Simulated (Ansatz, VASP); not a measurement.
**One calculation of PtSe2, two programs**

```
Pt Se
1.0
     3.74145    0.00000    0.00000
    -1.87073    3.24019    0.00000
     0.00000    0.00000    4.76380
Pt Se
1 2
Cartesian
  0.0000 0.0000 0.0000
  0.0000 2.1601 1.2600
  1.8707 1.0801 3.5038
```

Alike in both runs: functional LDA; k mesh 12 × 12 × 8; occupations gaussian, width 0.1 eV; no spin polarisation.

Ansatz relaxed the structure, and its values are those at the end. VASP's run is a single point on that final structure, the one shown.

```csv
,VASP,Ansatz
version,VASP 6.6.1,Ansatz 0.2.0
potentials or method,"VASP PAW LDA potentials, release 64 (Pt, Se)","scalar-relativistic, plane waves, PAW"
plane-wave cutoff (eV),520,420
valence electrons in the cell,22,50
```

VASP gave:

```
gap on the k mesh at the Fermi level (eV) : none
pressure (GPa)                            : 0.4
rms of the force components (eV/Å)        : 0.024
```

Question: What did Ansatz give for the same quantities?

Answer: gap on the k mesh at the Fermi level (eV): none; pressure (GPa): 0.0; rms of the force components (eV/Å): 0.000.

A gap of «none» marks a metal or a gap that the smearing closes. The two sets of potentials don't hold the same shells in valence.

The runs have no spin-orbit coupling, so splittings on Pt are missing.
